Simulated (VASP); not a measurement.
**Bi under changes of volume**

One of the cells (35.771 Å³/atom); the others are scaled copies at fixed shape and fractional positions:

```
Bi
1.0
     2.28252    1.31781    3.96408
    -2.28252    1.31781    3.96408
     0.00000   -2.63562    3.96408
Bi
2
Direct
  0.76600 0.76600 0.76600
  0.23400 0.23400 0.23400
```

```yaml
Program: VASP 6.6.1
Functional: PBEsol
Potentials_or_basis: VASP PAW PBE potentials, release 64 (Bi_d)
Cutoff: 520 eV
k_mesh: 7 × 7 × 7
Occupations: fermi-dirac, width 0.05 eV
Spin: no spin polarisation
```

```tsv
volume (Å³/atom)	energy over the lowest point (meV/atom)	pressure (GPa)	gap on the mesh (eV)	largest force (eV/Å)
32.965	?	?	?	?
33.667	5.44	1.8	0.28	0.331
34.368	0.00	0.6	0.27	0.230
35.771	2.84	-1.3	0.25	0.046
36.472	10.14	-2.1	0.24	0.036
37.174	20.81	-2.9	0.24	0.113
```

Question: What does the run at 32.965 Å³/atom give?

Answer: Energy over the lowest point 16.19 meV/atom; pressure 3.0 GPa; gap on the mesh 0.30 eV; largest force 0.440 eV/Å.

Worked out: A Birch-Murnaghan fit of order 3 (a polynomial in V^(-2/3)) to the other rows has its minimum at 34.83 Å³/atom with B0 = V·E''(V) = 50 GPa and B' = 4.7 at fixed shape and positions, which overstates the stiffness. It gives 16.23 meV/atom at 32.965 Å³/atom, against the run's 16.19, and -dE/dV = 3.1 GPa, against 3.0. A straight line through the other rows of the gap, of slope -0.435 eV per unit of ln V, extrapolates to 0.29 eV, against the run's 0.30.

Energies are extrapolated to zero smearing.

Caveats: the PAW data sets were made with another functional, which shifts forces and pressure a little; spin-orbit coupling is left out, which as a rule narrows the gap of such compounds by several tenths of an eV; an odd mesh through Γ misses points on the zone boundary, where band edges often lie.
